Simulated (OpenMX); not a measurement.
InAs:

```
CELL_PARAMETERS angstrom
0.00000 2.87730 2.87730
2.87730 0.00000 2.87730
2.87730 2.87730 0.00000
ATOMIC_POSITIONS crystal
In 0.50000 0.50000 0.50000
As 0.00000 0.00000 0.00000
```

Measurements of this composition are mostly on another form, of space group No. 216.

Base run:

- Program: OpenMX 3.8.5
- Functional: PBE
- Dispersion: D3
- Potentials or basis: OpenMX 2013 PBE set, In7.0-s3p2d2, As7.0-s3p2d2, grid cutoff 500 Ry
- k mesh: 7 × 7 × 7
- Occupations: fermi-dirac, width 0.05 eV
- Spin: no spin polarisation

Its results: band gap on the k mesh none (metal or under the smearing width); pressure -0.3 GPa.

Problem. The run is repeated on the same cell with these changes: dispersion from D3 to D4. What comes out?

Solution. Band gap on the k mesh none (metal or under the smearing width); pressure -1.4 GPa.

Caveats: the basis of atomic orbitals isn't converged, which shifts pressures, moduli and gaps; pairwise dispersion overbinds metals, which lowers pressure and volume.
